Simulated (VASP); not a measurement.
Crystal: Cu.

```
Cu
1.0
     1.21846   -3.97638    0.00000
     1.21846    3.97638    0.00000
     0.00000    0.00000    2.47550
Cu
2
Direct
  0.86613 0.13387 0.75000
  0.13387 0.86613 0.25000
```

This isn't the form of Cu at room conditions, which is fcc.

```yaml
Program: VASP 6.6.1
Task: single point
Functional: PBE
Potentials_or_basis: VASP PAW PBE potentials, release 64 (Cu)
Cutoff: 520 eV
k_mesh: 11 × 11 × 11
Occupations: fermi-dirac, width 0.05 eV
Spin: no spin polarisation
```

On this cell: pressure 7.1 GPa; largest force 0.053 eV/Å; band gap on the k mesh none (metal or under the smearing width).

The same run follows on a disturbed copy (atoms moved at random, drawn with an rms of 0.05 Å):

```
Cu
1.0
     1.21846   -3.97638    0.00000
     1.21846    3.97638    0.00000
     0.00000    0.00000    2.47550
Cu
2
Direct
  0.87112 0.13331 0.73992
  0.13504 0.88518 0.24696
```

What changes?

The energy (extrapolated to zero smearing) moves by +16.3 meV/atom; pressure 7.2 GPa; largest force 0.752 eV/Å; band gap on the k mesh none (metal or under the smearing width).

Forces in eV/Å, atoms in the order of the input:
```
Cu   0.006  0.750  0.055
Cu  -0.006 -0.750 -0.055
```

Stress tensor (GPa, compression positive):
```
 4.88 -0.54  0.00
-0.54  8.70  0.17
 0.00  0.17  8.06
```
